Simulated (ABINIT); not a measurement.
# CuO (P1) in ABINIT: convergence with k mesh

Aim: find how far k mesh must go before the results for CuO settle, at BLYP. This setting moves, with any that are tied to it; all else stays.

All numbers are computed with ABINIT 10.8.3 (patched build); they aren't measurements. Logs are shortened: lines on timing, memory, paths and dates and some standing lists are left out, and cuts for length are marked. The log counts tension as positive stress, the text compression.

## 1. The cell of the first run

The typed cell holds 4 atoms: a = 2.993 Å, b = 2.993 Å, c = 5.184 Å, α = 73.22°, β = 73.22°, γ = 60.00°.

The cell comes from a database or a generator and needn't be the stable form of this composition.

The cell isn't the ideal one: atoms moved 0.2 Å in one direction.

## 2. With k mesh 1 × 1 × 1

Contents of run.abi:

```
# Pseudopotentials
pp_dirpath "./"
pseudos "Cu.upf, O.upf"

# Structure
acell 2.9932678576 2.9932678576 5.18449201 Angstrom
rprim
     0.0000000000    -0.7071067812    -0.7071067812
    -0.7071067812     0.0000000000    -0.7071067812
     0.4082482905     0.4082482905    -0.8164965809
ntypat 2
znucl 29 8
natom 4
typat 1 1 2 2
xred
     0.5053520000     0.4767290000     0.4906780000
     0.0255380000     0.9673820000     0.9850540000
     0.7468690000     0.7720510000     0.7607630000
     0.2676860000     0.2706830000     0.2606420000
chkprim 0
chksymtnons 0
tolsym 1.0e-6

# Plane-wave basis
ecut 52.0

# k points
kptopt 1
ngkpt 1 1 1
nshiftk 1
shiftk 0.0 0.0 0.0

# Exchange and correlation
ixc -106131

# Bands and occupations
nband 30
occopt 4
tsmear 0.05 eV

# SCF cycle
nstep 100
tolvrs 1.0e-10

# Output
iomode 3
prtwf 0
prtden 0
prteig 0
prtebands 0
enunit 1
prtvol 2
```

Potentials or basis: PseudoDojo NC SR PBE v0.5 stringent.

Command:

```bash
abinit run.abi > log 2>&1
```

run.abo:

```text
.Version 10.8.3 of ABINIT
 Symmetries : space group P1 (#  1); Bravais aP (primitive triclinic)
================================================================================
 Values of the parameters that define the memory need of the present run
     intxc =       0    ionmov =       0      iscf =       7    lmnmax =       6
     lnmax =       6     mgfft =      64  mpssoang =       3    mqgrid =    3001
     natom =       4  nloc_mem =       1    nspden =       1   nspinor =       1
    nsppol =       1      nsym =       1    n1xccc =    2501    ntypat =       2
    occopt =       4   xclevel =       2
       mpw =        2277          nfft =      102400          nkpt =           1
================================================================================
================================================================================

--------------------------------------------------------------------------------
------------- Echo of variables that govern the present computation ------------
--------------------------------------------------------------------------------
 -outvars: echo values of preprocessed input variables --------
            acell      5.6564564723E+00  5.6564564723E+00  9.7972700009E+00 Bohr
              amu      6.35460000E+01  1.59994000E+01
          chkprim           0
      chksymtnons           0
             ecut      5.20000000E+01 Hartree
           enunit           1
              ixc     -106131
         kptrlatt        1    0    0      0    1    0      0    0    1
          kptrlen      5.65645647E+00
            natom           4
            nband          30
            ngfft          40      40      64
             nkpt           1
            nstep         100
             nsym           1
           ntypat           2
           occopt           4
           prtden           0
        prtebands           0
           prteig           0
           prtvol           2
            prtwf           0
            rprim      0.0000000000E+00 -7.0710678120E-01 -7.0710678120E-01
                      -7.0710678120E-01  0.0000000000E+00 -7.0710678120E-01
                       4.0824829050E-01  4.0824829050E-01 -8.1649658090E-01
          spgroup           1
           tolsym      1.00000000E-06
           tolvrs      1.00000000E-10
           tsmear      1.83746611E-03 Hartree
            typat      1  1  2  2
           xangst      2.9523895508E-02 -3.1058401374E-02 -4.1557322167E+00
                       3.7403848455E-02  2.0308731851E+00 -6.2714265436E+00
                      -2.3891729177E-02  2.9407484745E-02 -6.4352863857E+00
                      -2.1252378925E-02 -1.4909048605E-02 -2.2428191537E+00
            xcart      5.5792076680E-02 -5.8691872505E-02 -7.8531957422E+00
                       7.0683029636E-02  3.8377941164E+00 -1.1851278586E+01
                      -4.5148824819E-02  5.5572092219E-02 -1.2160928811E+01
                      -4.0161175692E-02 -2.8174018661E-02 -4.2383139504E+00
             xred      5.0535200000E-01  4.7672900000E-01  4.9067800000E-01
                       2.5538000000E-02  9.6738200000E-01  9.8505400000E-01
[... 143 lines left out ...]

 cartesian coordinates (angstrom) at end:
    1      0.02952389550775    -0.03105840137388    -4.15573221671135
    2      0.03740384845542     2.03087318514906    -6.27142654360689
    3     -0.02389172917683     0.02940748474460    -6.43528638574637
    4     -0.02125237892501    -0.01490904860484    -2.24281915367635

 cartesian forces (hartree/bohr) at end:
    1     -0.00598319626696     0.00717031378802    -0.04114616480076
    2     -0.00122857716302     0.01874854712938    -0.04214991121647
    3      0.00192158525762    -0.00895295590819     0.04370913775552
    4      0.00529018817236    -0.01696590500922     0.03958693826171
 frms,max,avg= 2.5474075E-02 4.3709138E-02   7.549E-06  1.010E-05 -6.886E-06 h/b

 cartesian forces (eV/Angstrom) at end:
    1     -0.30766832237214     0.36871235968429    -2.11582086421178
    2     -0.06317597781973     0.96408905622401    -2.16743558016418
    3      0.09881188684602    -0.46037950313557     2.24761423252073
    4      0.27203241334584    -0.87242191277273     2.03564221185523
 frms,max,avg= 1.3099296E+00 2.2476142E+00   3.882E-04  5.193E-04 -3.541E-04 e/A
 length scales=  5.656456472347  5.656456472347  9.797270000857 bohr
              =  2.993267857600  2.993267857600  5.184492010000 angstroms
 Fermi (or HOMO) energy (eV) =   9.30758   Average Vxc (eV)= -12.06745
 Eigenvalues (   eV  ) for nkpt=   1  k points:
 kpt#   1, nband= 30, wtk=  1.00000, kpt=  0.0000  0.0000  0.0000 (reduced coord)
-104.22273 -104.20969  -61.69605  -61.65592  -61.59978  -61.58829  -61.37119  -61.35420
 -10.56379   -9.15989    1.11154    3.42496    3.70799    5.02528    5.12252    5.27435
   5.56325    5.83415    6.16318    6.21273    6.78386    7.21325    7.31627    7.56399
   9.29608    9.31012   10.00055   14.53624   18.14188   22.07768
 Total charge density [el/Bohr^3]
)     Maximum=    4.9218E+00  at reduced coord.    0.1000    0.9000    0.0156
)Next maximum=    4.9148E+00  at reduced coord.    0.0750    0.0250    0.9531
)     Minimum=    4.0507E-03  at reduced coord.    0.9000    0.9000    0.3281
)Next minimum=    4.0552E-03  at reduced coord.    0.9000    0.8750    0.3438
   Integrated=    5.0000E+01

--- !EnergyTerms
iteration_state     : {dtset: 1, }
comment             : Components of total free energy in Hartree
kinetic             :  2.08899196654995E+02
hartree             :  1.35264756150200E+02
xc                  : -5.66402278156819E+01
Ewald energy        : -2.57994195875544E+02
psp_core            :  1.04193872143542E+01
local_psp           : -3.80273245974499E+02
non_local_psp       : -7.89008074149909E+01
internal            : -4.19225137061167E+02
'-kT*entropy'       : -9.47260474832582E-04
total_energy        : -4.19226084321642E+02
total_energy_eV     : -1.14077229048664E+04
band_energy         : -3.76168132113756E+01
...

 Cartesian components of stress tensor (hartree/bohr^3)
  sigma(1 1)= -9.38388083E-04  sigma(3 2)=  3.37395261E-04
  sigma(2 2)= -4.81389340E-04  sigma(3 1)=  5.06931742E-04
  sigma(3 3)= -7.30807904E-04  sigma(2 1)= -4.59769714E-04

-Cartesian components of stress tensor (GPa)         [Pressure=  2.1091E+01 GPa]
- sigma(1 1)= -2.76083306E+01  sigma(3 2)=  9.92651128E+00
- sigma(2 2)= -1.41629634E+01  sigma(3 1)=  1.49144468E+01
- sigma(3 3)= -2.15011109E+01  sigma(2 1)= -1.35268920E+01

== END DATASET(S) ==============================================================
================================================================================

 -outvars: echo values of variables after computation  --------
            acell      5.6564564723E+00  5.6564564723E+00  9.7972700009E+00 Bohr
           etotal     -4.1922608432E+02
            fcart     -5.9831962670E-03  7.1703137880E-03 -4.1146164801E-02
                      -1.2285771630E-03  1.8748547129E-02 -4.2149911216E-02
                       1.9215852576E-03 -8.9529559082E-03  4.3709137756E-02
                       5.2901881724E-03 -1.6965905009E-02  3.9586938262E-02
            rprim      0.0000000000E+00 -7.0710678120E-01 -7.0710678120E-01
                      -7.0710678120E-01  0.0000000000E+00 -7.0710678120E-01
                       4.0824829050E-01  4.0824829050E-01 -8.1649658090E-01
           strten     -9.3838808266E-04 -4.8138934032E-04 -7.3080790408E-04
                       3.3739526083E-04  5.0693174233E-04 -4.5976971418E-04
           xangst      2.9523895508E-02 -3.1058401374E-02 -4.1557322167E+00
                       3.7403848455E-02  2.0308731851E+00 -6.2714265436E+00
                      -2.3891729177E-02  2.9407484745E-02 -6.4352863857E+00
                      -2.1252378925E-02 -1.4909048605E-02 -2.2428191537E+00
             xred      5.0535200000E-01  4.7672900000E-01  4.9067800000E-01
                       2.5538000000E-02  9.6738200000E-01  9.8505400000E-01
                       7.4686900000E-01  7.7205100000E-01  7.6076300000E-01
                       2.6768600000E-01  2.7068300000E-01  2.6064200000E-01
 Calculation completed.
```

It took 6.9 s on 1 thread of Arm Neoverse V2, shared host; peak memory 0.08 GiB.

What came out:

* Free energy: -11407.7229 eV
* Pressure: 21.1 GPa
* Largest force: 2.373 eV/Å
* Valence electrons inside the program's atomic spheres: Cu 17.29; O 6.33, 6.32

## 3. With k mesh 2 × 2 × 1

run.abi, as its differences from that of step 2:

```diff
@@ -28,3 +28,3 @@
 kptopt 1
-ngkpt 1 1 1
+ngkpt 2 2 1
 nshiftk 1
```

Potentials or basis: PseudoDojo NC SR PBE v0.5 stringent.

Command:

```bash
mpirun --bind-to none -np 4 abinit run.abi > log 2>&1
```

Wall time 6.4 s (4 MPI ranks of Arm Neoverse V2, shared host); peak memory 0.32 GiB.

Results (log left out):

```
Free energy                                           : -11413.5563 eV
Pressure                                              : 13.0 GPa
Largest force                                         : 2.015 eV/Å
Band gap on the k mesh                                : none (metal or under the smearing width)
Valence electrons inside the program's atomic spheres : Cu 17.28; O 6.20, 6.19
```

## 4. With k mesh 3 × 3 × 2

run.abi, as its differences from that of step 3:

```diff
@@ -28,3 +28,3 @@
 kptopt 1
-ngkpt 2 2 1
+ngkpt 3 3 2
 nshiftk 1
```

Command:

```bash
mpirun --bind-to none -np 4 abinit run.abi > log 2>&1
```

It took 25 s on 4 MPI ranks of Arm Neoverse V2, shared host; peak memory 0.32 GiB.

The run converged. Its results:

- Free energy: -11413.9399 eV
- Pressure: 14.2 GPa
- Largest force: 1.280 eV/Å
- Band gap on the k mesh: none (metal or under the smearing width)
- Valence electrons inside the program's atomic spheres: Cu 17.27; O 6.18, 6.17

## 5. With k mesh 4 × 4 × 2

run.abi, as its differences from that of step 4:

```diff
@@ -28,3 +28,3 @@
 kptopt 1
-ngkpt 3 3 2
+ngkpt 4 4 2
 nshiftk 1
```

Command:

```bash
mpirun --bind-to none -np 4 abinit run.abi > log 2>&1
```

Wall time 34 s (4 MPI ranks of Arm Neoverse V2, shared host); peak memory 0.36 GiB.

It converged, with:

```
Free energy                                           : -11414.1198 eV
Pressure                                              : 13.3 GPa
Largest force                                         : 1.345 eV/Å
Band gap on the k mesh                                : none (metal or under the smearing width)
Valence electrons inside the program's atomic spheres : Cu 17.28; O 6.17, 6.16
```

## 6. With k mesh 4 × 4 × 3

run.abi, as its differences from that of step 5:

```diff
@@ -28,3 +28,3 @@
 kptopt 1
-ngkpt 4 4 2
+ngkpt 4 4 3
 nshiftk 1
```

Potentials or basis: PseudoDojo NC SR PBE v0.5 stringent.

Command:

```bash
mpirun --bind-to none -np 4 abinit run.abi > log 2>&1
```

Run time: 51 s. Hardware: 4 MPI ranks of Arm Neoverse V2, shared host; peak memory 0.36 GiB.

It converged, with:

* Free energy: -11414.1458 eV
* Pressure: 13.2 GPa
* Largest force: 1.367 eV/Å
* Band gap on the k mesh: none (metal or under the smearing width)
* Valence electrons inside the program's atomic spheres: Cu 17.28; O 6.17, 6.16

## 7. With k mesh 5 × 5 × 3

run.abi, as its differences from that of step 6:

```diff
@@ -28,3 +28,3 @@
 kptopt 1
-ngkpt 4 4 3
+ngkpt 5 5 3
 nshiftk 1
```

Command:

```bash
mpirun --bind-to none -np 4 abinit run.abi > log 2>&1
```

Wall time 76 s (4 MPI ranks of Arm Neoverse V2, shared host); peak memory 0.4 GiB.

The run converged. Its results:

```yaml
Free_energy: -11414.0929 eV
Pressure: 13.6 GPa
Largest_force: 1.287 eV/Å
Band_gap_on_the_k_mesh: none (metal or under the smearing width)
Valence_electrons_inside_the_program's_atomic_spheres: Cu 17.28; O 6.17, 6.16
```

## 8. With k mesh 6 × 6 × 4

run.abi, as its differences from that of step 7:

```diff
@@ -28,3 +28,3 @@
 kptopt 1
-ngkpt 5 5 3
+ngkpt 6 6 4
 nshiftk 1
```

Command:

```bash
mpirun --bind-to none -np 4 abinit run.abi > log 2>&1
```

It took 2.3 min on 4 MPI ranks of Arm Neoverse V2, shared host; peak memory 0.48 GiB.

Results (log left out):

- Free energy: -11414.0301 eV
- Pressure: 13.8 GPa
- Largest force: 1.222 eV/Å
- Band gap on the k mesh: none (metal or under the smearing width)
- Valence electrons inside the program's atomic spheres: Cu 17.28, 17.27; O 6.17, 6.16

## 9. With k mesh 8 × 8 × 4

run.abi, as its differences from that of step 8:

```diff
@@ -28,3 +28,3 @@
 kptopt 1
-ngkpt 6 6 4
+ngkpt 8 8 4
 nshiftk 1
@@ -51,2 +51 @@
 enunit 1
-prtvol 2
```

Potentials or basis: PseudoDojo NC SR PBE v0.5 stringent.

Command:

```bash
mpirun --bind-to none -np 4 abinit run.abi > log 2>&1
```

Wall time 3.6 min (4 MPI ranks of Arm Neoverse V2, shared host); peak memory 0.6 GiB.

It converged, with:

```yaml
Free_energy: -11414.0677 eV
Pressure: 13.5 GPa
Largest_force: 1.374 eV/Å
Band_gap_on_the_k_mesh: none (metal or under the smearing width)
Valence_electrons_inside_the_program's_atomic_spheres: Cu 17.27; O 6.17, 6.16
```

## 10. Summary

| k mesh | energy less the tightest run (meV/atom) | pressure (GPa) | largest force (eV/Å) | SCF cycles | CPU time (s) |
| --- | --- | --- | --- | --- | --- |
| 1 × 1 × 1 | 1586.20 | 21.09 | 2.373 | 26 | 6.9 |
| 2 × 2 × 1 | 127.85 | 12.97 | 2.015 | 20 | 25 |
| 3 × 3 × 2 | 31.94 | 14.15 | 1.280 | 21 | 100 |
| 4 × 4 × 2 | -13.03 | 13.34 | 1.345 | 22 | 140 |
| 4 × 4 × 3 | -19.53 | 13.19 | 1.367 | 19 | 200 |
| 5 × 5 × 3 | -6.31 | 13.55 | 1.287 | 20 | 300 |
| 6 × 6 × 4 | 9.39 | 13.84 | 1.222 | 20 | 550 |
| 8 × 8 × 4 | 0.00 | 13.50 | 1.374 | 18 | 870 |

Not settled before the last step: the energy (to 1 meV/atom), the pressure (to 0.1 GPa), the largest force (to 0.005 eV/Å). Meshes of other sizes hit other points, so gaps and Fermi surfaces needn't settle smoothly. The tightest run that finished is the yardstick and may itself not be fully converged.

Caveats: the potentials were made for another functional, which shifts forces and pressure; the run has no spin polarisation, though such a crystal can be magnetic; semilocal functionals often make such compounds metallic where correlation or magnetic order opens a gap, which also shifts bond lengths.
